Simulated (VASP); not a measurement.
# Te (P3_121) in VASP: notebook

One crystal, Te, is run at these levels: LDA; tasks: relaxation of cell and atoms, relaxation of shape and atoms at fixed volume.

All numbers are computed with VASP 6.6.1; they aren't measurements. Logs are shortened: lines on timing, memory, paths and dates and some standing lists are left out, and cuts for length are marked.

**1. Starting point**

Symmetry: P3_121, No. 152, trigonal system. Conventional cell: a = 4.454 Å, b = 4.454 Å, c = 5.924 Å, α = 90.00°, β = 90.00°, γ = 120.00°. Te (site symmetry 2) is surrounded by 2 Te at 2.86 Å.

**2. Relaxation of cell and atoms, LDA**

INCAR

```
PREC = Accurate
ENCUT = 600
EDIFF = 1E-6
ISMEAR = 0
SIGMA = 0.03
LREAL = F
LASPH = T
NELM = 80
ALGO = Normal
ISIF = 3
LWAVE = F
LCHARG = F
IBRION = 2
NSW = 90
EDIFFG = -0.01
```

KPOINTS

```
Automatic mesh
0
Gamma
  9 9 6
```

POSCAR

```
Te
1.0
    4.4540000000      0.0000000000      0.0000000000
   -2.2270000000      3.8572771485      0.0000000000
    0.0000000000      0.0000000000      5.9240000000
Te
3
Direct
    0.2690000000      0.0000000000      0.3333333333
    0.0000000000      0.2690000000      0.6666666667
    0.7310000000      0.7310000000      0.0000000000
```

Potentials or basis: VASP PAW LDA potentials, release 64 (Te).

Launch:

```sh
$ cat potpaw_LDA.64/Te/POTCAR > POTCAR
$ mpirun -np 1 vasp_std > vasp.out
```

OUTCAR:

```text
PREC = Accurate
   ENCUT = 600
   EDIFF = 1E-6
   ISMEAR = 0
   LREAL = F
   LASPH = T
   NELM = 80
   ISIF = 3
   IBRION = 2
   NSW = 90
   EDIFFG = -0.01

 ion  position               nearest neighbor table
   1  0.269  0.000  0.333-   3 2.86   2 2.86   3 3.47   3 3.47   2 3.47   2 3.47
   2  0.000  0.269  0.667-   3 2.86   1 2.86   3 3.47   3 3.47   1 3.47   1 3.47
   3  0.731  0.731  0.000-   1 2.86   2 2.86   1 3.47   2 3.47   2 3.47   1 3.47

  LATTYP: Found a hexagonal cell.
 ALAT       =     4.4540000000
 C/A-ratio  =     1.3300404131

  Lattice vectors:

 A1 = (   4.4540000000,   0.0000000000,   0.0000000000)
 A2 = (  -2.2270000000,   3.8572771485,   0.0000000000)
 A3 = (   0.0000000000,   0.0000000000,   5.9240000000)

Analysis of symmetry for initial positions (statically):
=====================================================================
 Subroutine PRICEL returns:
 Original cell was already a primitive cell.

 Routine SETGRP: Setting up the symmetry group for a
 hexagonal supercell.

 Subroutine GETGRP returns: Found  6 space group operations
 (whereof  2 operations were pure point group operations)
 out of a pool of 24 trial point group operations.

The static configuration has the point symmetry C_2 .
 The point group associated with its full space group is D_3 .

Analysis of symmetry for dynamics (positions and initial velocities):
=====================================================================
 Subroutine PRICEL returns:
 Original cell was already a primitive cell.

 Routine SETGRP: Setting up the symmetry group for a
 hexagonal supercell.

 Subroutine GETGRP returns: Found  6 space group operations
 (whereof  2 operations were pure point group operations)
 out of a pool of 24 trial point group operations.

The dynamic configuration has the point symmetry C_2 .
 The point group associated with its full space group is D_3 .

 Subroutine INISYM returns: Found  6 space group operations
 (whereof  2 operations are pure point group operations),
 and found     1 'primitive' translations

----------------------------------------------------------------------------------------

                                     Primitive cell

  volume of cell :     101.7762

  direct lattice vectors                    reciprocal lattice vectors
     4.454000000  0.000000000  0.000000000     0.224517288  0.129625117  0.000000000
    -2.227000000  3.857277149  0.000000000     0.000000000  0.259250233  0.000000000
     0.000000000  0.000000000  5.924000000     0.000000000  0.000000000  0.168804862

  length of vectors
     4.454000000  4.454000000  5.924000000     0.259250233  0.259250233  0.168804862

  position of ions in fractional coordinates (direct lattice)
     0.269000000  0.000000000  0.333333333
     0.000000000  0.269000000  0.666666667
     0.731000000  0.731000000  0.000000000

  ion indices of the primitive-cell ions
   primitive index   ion index
                 1           1
                 2           2
                 3           3

----------------------------------------------------------------------------------------

 KPOINTS: Automatic mesh

Automatic generation of k-mesh.
 Grid dimensions read from file:
 generate k-points for:    9    9    6

 Generating k-lattice:

  Cartesian coordinates                     Fractional coordinates (reciprocal lattice)
     0.024946365  0.014402791  0.000000000     0.111111111  0.000000000  0.000000000
     0.000000000  0.028805581  0.000000000     0.000000000  0.111111111  0.000000000
     0.000000000  0.000000000  0.028134144     0.000000000  0.000000000  0.166666667

  Length of vectors
     0.028805581  0.028805581  0.028134144

  Shift w.r.t. Gamma in fractional coordinates (k-lattice)
     0.000000000  0.000000000  0.000000000

 Subroutine IBZKPT returns following result:
 ===========================================

 Found     62 irreducible k-points:

 Following reciprocal coordinates:
            Coordinates               Weight
  0.000000  0.000000  0.000000      1.000000
  0.111111  0.000000  0.000000      6.000000
  0.222222 -0.000000  0.000000      6.000000
  0.333333  0.000000  0.000000      6.000000
  0.444444 -0.000000  0.000000      6.000000
  0.111111  0.111111  0.000000      6.000000
[... 16 lines left out ...]
  0.222222  0.111111  0.166667     12.000000
 -0.111111  0.333333  0.166667     12.000000
 [... further k-points ...]
   k-points           NKPTS =     62   k-points in BZ     NKDIM =     62   number of bands    NBANDS=     13
   number of dos      NEDOS =    301   number of ions     NIONS =      3
   total plane-waves  NPLWV =  62208
   dimension x,y,z NGX =    36 NGY =   36 NGZ =   48
   dimension x,y,z NGXF=    72 NGYF=   72 NGZF=   96
   ions per type =               3
   NGX,Y,Z   is equivalent  to a cutoff of  13.44, 13.44, 13.47 a.u.
   NGXF,Y,Z  is equivalent  to a cutoff of  26.87, 26.87, 26.94 a.u.
 SYSTEM =  unknown system
   PREC   = accura    normal or accurate (medium, high low for compatibility)
   ISTART =      0    job   : 0-new  1-cont  2-samecut
   ICHARG =      2    charge: 1-file 2-atom 10-const
   ISPIN  =      1    spin polarized calculation?
   LNONCOLLINEAR =      F non collinear calculations
   LSORBIT =      F    spin-orbit coupling
   LASPH  =      T    aspherical Exc in radial PAW
   ENCUT  =  600.0 eV  44.10 Ry    6.64 a.u.   8.90  8.90 11.83*2*pi/ulx,y,z
   NELM   =     80;   NELMIN=  2; NELMDL= -5     # of ELM steps
   EDIFF  = 0.1E-05   stopping-criterion for ELM
   LREAL  =      F    real-space projection
   EDIFFG = -.1E-01   stopping-criterion for IOM
   NSW    =     90    number of steps for IOM
   IBRION =      2    ionic relax: 0-MD 1-quasi-New 2-CG
   NFREE  =      1    steps in history (QN), initial steepest desc. (CG)
   ISIF   =      3    stress and relaxation
   ISYM   =      2    0-nonsym 1-usesym 2-fastsym
   POTIM  = 0.5000    time-step for ionic-motion
   TEBEG  =    0.0;   TEEND  =   0.0 temperature during run
   PSTRESS=    0.0 pullay stress
   NELECT =      18.0000    total number of electrons
   NUPDOWN=      -1.0000    fix difference up-down
   EMIN   =  10.00;   EMAX   =-10.00  energy-range for DOS
   EFERMI =   0.00;   METHOD = LEGACY
   ISMEAR =     0;   SIGMA  =   0.03  broadening in eV -4-tet -1-fermi 0-gaus
   EFERMI_NEDOS =   21; number of points for ismear=-14 and -15
   IALGO  =     38    algorithm
   IMIX   =      4    mixing-type and parameters
     AMIX     =   0.40;   BMIX     =  1.00
     AMIX_MAG =   1.60;   BMIX_MAG =  1.00
  volume/ion in A,a.u.               =      33.93       228.94
  Fermi-wavevector in a.u.,A,eV,Ry     =   0.918933  1.736531 11.489263  0.844437
  Thomas-Fermi vector in A             =   2.044070
   LORBIT       =      0    0 simple, 1 ext, 2 COOP (PROOUT), +10 PAW based schemes
   GGA     = CA    functional components
   LHFCALC =     F    Hartree Fock is set to
   AEXX    =    0.0000 exact exchange contribution
   IVDW    =     0    specifies the selected vdW correction
   LEPSILON=     F    determine dielectric tensor
   LRPA    =     F    only Hartree local field effects (RPA)
 conjugate gradient relaxation of ions
 non-spin polarized calculation
 Gauss-broadening in eV      SIGMA  =   0.03
  energy-cutoff  :      600.00
  volume of cell :      101.78
 maximum number of plane-waves:      3426
   NGX = 17   NGY = 17   NGZ = 23

--------------------------------------- Ionic step        1  -------------------------------------------

 number of electron      17.9999999 magnetization

 Free energy of the ion-electron system (eV)
  ---------------------------------------------------
  ext. energy  EPLUGINS =         0.00000000
  ---------------------------------------------------
  free energy    TOTEN  =       -11.34856737 eV

  energy without entropy =      -11.34856212  energy(sigma->0) =      -11.34856474

------------------------ aborting loop because EDIFF is reached ----------------------------------------

  FORCE on cell =-STRESS in cart. coord.  units (eV):
  Direction    XX          YY          ZZ          XY          YZ          ZX
  --------------------------------------------------------------------------------------
  -------------------------------------------------------------------------------------
  Total       -1.1890678     -1.1890678     -1.1334246      0.0000000      0.0000000      0.0000000
  in kB      -18.7185022    -18.7185022    -17.8425585      0.0000000      0.0000000      0.0000000
  external PRESSURE =     -18.4265210 kB  Pullay stress =       0.0000000 kB
[... 92 lines left out ...]
  FREE ENERGIE OF THE ION-ELECTRON SYSTEM (eV)
  ---------------------------------------------------
  free  energy   TOTEN  =       -11.3728705484 eV

  energy  without entropy=      -11.3728641371  energy(sigma->0) =      -11.37286734

[... ionic steps 4 to 10 ...]

--------------------------------------- Ionic step       11  -------------------------------------------

 number of electron      17.9999999 magnetization

------------------------ aborting loop because EDIFF is reached ----------------------------------------
[... 69 lines left out ...]
--------------------------------------- Ionic step       13  -------------------------------------------

 number of electron      17.9999999 magnetization

 Free energy of the ion-electron system (eV)
  ---------------------------------------------------
  ext. energy  EPLUGINS =         0.00000000
  ---------------------------------------------------
  free energy    TOTEN  =       -11.41184865 eV

  energy without entropy =      -11.41169432  energy(sigma->0) =      -11.41177148

 E-fermi :   6.8761     XC(G=0):  -9.6664

 val. band max:        6.8749979966   @ k =   0.3333   0.3333   0.5000
 cond. band min:       7.0601924557   @ k =   0.0000   0.0000   0.5000
 fundamental gap:      0.1851944591
 Fermi energy:         6.8760753316

 k-point     1 :       0.0000    0.0000    0.0000
  band No.  band energies     occupation
      1      -7.2208      2.00000
      2      -3.7670      2.00000
      3      -3.7670      2.00000
      4       3.9055      2.00000
      5       4.2694      2.00000
      6       4.2694      2.00000
      7       5.0442      2.00000
      8       5.0442      2.00000
      9       5.6604      2.00000
     10       7.8598      0.00000
     11       7.8598      0.00000
     12       8.5552      0.00000
     13      11.6312      0.00000
[... 354 lines left out ...]
  band No.  band energies     occupation
      1      -6.4336      2.00000
      2      -4.5468      2.00000
      3      -3.0627      2.00000
      4       1.5990      2.00000
      5       2.2610      2.00000
      6       3.3093      2.00000
      7       4.7835      2.00000
      8       5.7272      2.00000
      9       6.2135      2.00000
     10       7.5856      0.00000
     11       8.0623      0.00000
     12       8.7024      0.00000
     13      10.1698      0.00000

 [... further k-points ...]

------------------------ aborting loop because EDIFF is reached ----------------------------------------

  FORCE on cell =-STRESS in cart. coord.  units (eV):
  Direction    XX          YY          ZZ          XY          YZ          ZX
  --------------------------------------------------------------------------------------
  -------------------------------------------------------------------------------------
  Total        0.0011808      0.0011808      0.0148636     -0.0000000      0.0000000      0.0000000
  in kB        0.0201269      0.0201269      0.2533472     -0.0000000      0.0000000      0.0000000
  external PRESSURE =       0.0978670 kB  Pullay stress =       0.0000000 kB
[... 18 lines left out ...]
  FREE ENERGIE OF THE ION-ELECTRON SYSTEM (eV)
  ---------------------------------------------------
  free  energy   TOTEN  =       -11.4118486472 eV

  energy  without entropy=      -11.4116943213  energy(sigma->0) =      -11.41177148

 reached required accuracy - stopping structural energy minimisation
```

Wall time 6.9 min (1 thread of Intel Xeon Platinum 8559C (Emerald Rapids), shared host); peak memory 0.26 GiB.

What came out:

```yaml
Free_energy: -11.4118 eV
Relaxed_volume: 31.33 Å³/atom
Relaxed_cell: a = 4.276 Å, b = 4.276 Å, c = 5.936 Å, α = 90.00°, β = 90.00°, γ = 120.00°
Space_group_after_relaxing_to_0.05_Å: P3_121 (No. 152)
Energy_gained_by_relaxing: 21.1 meV/atom
Ionic_steps: 13
Pressure_after_relaxing: 0.0 GPa
Largest_force_after_relaxing: 0.006 eV/Å
Band_gap_on_the_k_mesh: none (metal or under the smearing width)
```

Forces in eV/Å, atoms in the order of the input:
```
Te   0.006  0.000  0.000
Te  -0.003  0.005  0.000
Te  -0.003 -0.005  0.000
```

Step by step:
| step | energy change (eV) | largest force (eV/Å) | pressure (GPa) | volume (Å³) |
| --- | --- | --- | --- | --- |
| 1 | 0.0000 | 0.0862 | -1.84 | 101.78 |
| 2 | -0.0198 | 0.3704 | 1.05 | 96.14 |
| 3 | -0.0243 | 0.2830 | 0.11 | 97.77 |
| 4 | -0.0376 | 0.2318 | 0.12 | 96.87 |
| 5 | -0.0601 | 0.0997 | 0.38 | 94.15 |
| 6 | -0.0614 | 0.0597 | 0.55 | 93.20 |
| 7 | -0.0574 | 0.0603 | -1.03 | 95.48 |
| 8 | -0.0630 | 0.0162 | -0.02 | 93.98 |
| 9 | -0.0630 | 0.0170 | -0.02 | 93.96 |
| 10 | -0.0626 | 0.0379 | 0.27 | 93.58 |
| 11 | -0.0630 | 0.0178 | 0.00 | 93.95 |
| 12 | -0.0632 | 0.0127 | 0.01 | 93.97 |
| 13 | -0.0633 | 0.0062 | 0.01 | 94.00 |

Final structure:
```yaml
crystal:
  lattice:
    - [4.27594, 0.00000, 0.00000]
    - [-2.13797, 3.70307, 0.00000]
    - [0.00000, 0.00000, 5.93642]
  atoms:
    - { symbol: Te, position: [0.28690, 0.00000, 0.33333] }
    - { symbol: Te, position: [0.00000, 0.28690, 0.66667] }
    - { symbol: Te, position: [0.71310, 0.71310, 0.00000] }
```

Levels at points of the mesh, in eV from the Fermi level:
```tsv
k point	band 5	band 6	band 7	band 8	band 9	band 10	band 11	band 12	band 13
(0.00, 0.00, 0.00)	-2.61	-2.61	-1.83	-1.83	-1.22	0.98	0.98	1.68	4.76
(0.00, 0.00, 0.50)	-2.71	-2.71	-1.28	-0.85	-0.85	0.18	0.27	0.27	3.56
```

Spin-orbit coupling is left out, which matters for the levels of Te. Zero-point motion and thermal expansion aren't in these numbers.

**3. Relaxation of cell and atoms, LDA**

This run uses another cell than the first one, of 31.33 Å³/atom, 0.924 times its volume.

INCAR, as its differences from that of step 2:

```diff
@@ -2,3 +2,3 @@
 ENCUT = 600
-EDIFF = 1E-6
+EDIFF = 1E-7
 ISMEAR = 0
@@ -14,2 +14,2 @@
 NSW = 90
-EDIFFG = -0.01
+EDIFFG = -0.005
```

KPOINTS is that of step 2.

POSCAR

```
Te                                      
1.0
    4.2759395630      0.0000000000      0.0000000000
   -2.1379697815      3.7030722866     -0.0000000000
    0.0000000000      0.0000000000      5.9364229468
  Te            
     3
Direct
     0.2868970077355285    0.0000000000000000    0.3333333332999970
     0.0000000000000018    0.2868970077355322    0.6666666667000030
     0.7131029922644697    0.7131029922644678    0.0000000000000000
```

Potentials or basis: VASP PAW LDA potentials, release 64 (Te).

Launch:

```sh
$ cat potpaw_LDA.64/Te/POTCAR > POTCAR
$ mpirun -np 1 vasp_std > vasp.out
```

It took 80 s on 1 thread of Intel Xeon Platinum 8559C (Emerald Rapids), shared host; peak memory 0.24 GiB.

It converged, with:

- Free energy: -11.4116 eV
- Relaxed volume: 31.34 Å³/atom
- Relaxed cell: a = 4.276 Å, b = 4.276 Å, c = 5.938 Å, α = 90.00°, β = 90.00°, γ = 120.00°
- Space group after relaxing (to 0.05 Å): P3_121 (No. 152)
- Energy gained by relaxing: 0.0 meV/atom
- Ionic steps: 2
- Pressure after relaxing: 0.0 GPa
- Largest force after relaxing: 0.004 eV/Å
- Band gap on the k mesh: none (metal or under the smearing width)

Forces in eV/Å, atoms in the order of the input:
```
Te   0.004  0.000  0.000
Te  -0.002  0.003  0.000
Te  -0.002 -0.003  0.000
```

Final structure:
```
CELL_PARAMETERS angstrom
4.27595 0.00000 0.00000
-2.13798 3.70309 0.00000
0.00000 0.00000 5.93786
ATOMIC_POSITIONS crystal
Te 0.28697 0.00000 0.33333
Te 0.00000 0.28697 0.66667
Te 0.71303 0.71303 0.00000
```

Levels at points of the mesh, in eV from the Fermi level:
```csv
k point,band 7,band 8,band 9,band 10,band 11,band 12
"(0.00, 0.00, 0.00)",-1.83,-1.83,-1.22,0.98,0.98,1.68
"(0.00, 0.00, 0.50)",-1.28,-0.84,-0.84,0.18,0.27,0.27
```

Spin-orbit coupling is left out, which matters for the levels of Te.

**4. Relaxation of shape and atoms at fixed volume, LDA (a relaxed cell with its volume scaled by 0.94)**

INCAR

```
PREC = Accurate
ENCUT = 600
EDIFF = 1E-7
ISMEAR = 0
SIGMA = 0.03
LREAL = F
LASPH = T
NELM = 80
ALGO = Normal
ISIF = 4
LWAVE = F
LCHARG = F
IBRION = 2
NSW = 40
EDIFFG = -0.01
```

KPOINTS is that of step 3.

POSCAR

```
Te                                      
1.0
    4.1886660522     -0.0000000000      0.0000000000
   -2.0943330261      3.6274912092      0.0000000000
    0.0000000000      0.0000000000      5.8166499068
  Te            
     3
Direct
     0.2869691410427617    1.0000000000000000    0.3333333332999970
     0.0000000000000000    0.2869691410427688    0.6666666667000030
     0.7130308589572313    0.7130308589572313    0.0000000000000000
```

Launch:

```sh
$ cat potpaw_LDA.64/Te/POTCAR > POTCAR
$ mpirun -np 1 vasp_std > vasp.out
```

Wall time 3.2 min (1 thread of Intel Xeon Platinum 8559C (Emerald Rapids), shared host); peak memory 0.24 GiB.

Results (log left out):

```yaml
Free_energy: -11.3655 eV
Energy_gained_by_relaxing: 7.7 meV/atom
Ionic_steps: 6
Pressure_after_relaxing: 2.9 GPa
Largest_force_after_relaxing: 0.006 eV/Å
Band_gap_on_the_k_mesh: none (metal or under the smearing width)
```

Forces in eV/Å, atoms in the order of the input:
```
Te   0.006  0.000  0.000
Te  -0.003  0.005  0.000
Te  -0.003 -0.005  0.000
```

Step by step:
```
step  energy change (eV)  largest force (eV/Å)  pressure (GPa)
   1              0.0000                0.2410            4.18
   2             -0.0137                0.1581            3.66
   3             -0.0219                0.0413            2.87
   4             -0.0220                0.0458            2.90
   5             -0.0226                0.0324            2.90
   6             -0.0232                0.0063            2.89
```

Final structure:
```
Te
1.0
     4.14824    0.00000    0.00000
    -2.07412    3.59248    0.00000
     0.00000    0.00000    5.93057
Te
3
Direct
  0.29678 0.00000 0.33333
  0.00000 0.29678 0.66667
  0.70322 0.70322 0.00000
```

Levels at points of the mesh, in eV from the Fermi level:
```tsv
k point	band 5	band 6	band 7	band 8	band 9	band 10	band 11	band 12	band 13
(0.00, 0.00, 0.00)	-2.47	-2.47	-1.87	-1.87	-1.40	1.09	1.09	1.89	4.64
(0.00, 0.00, 0.50)	-2.70	-2.70	-1.16	-0.69	-0.69	0.08	0.34	0.34	3.31
```

The run has no spin-orbit coupling, so splittings on Te are missing.

(Continued in part 2 of 2.)
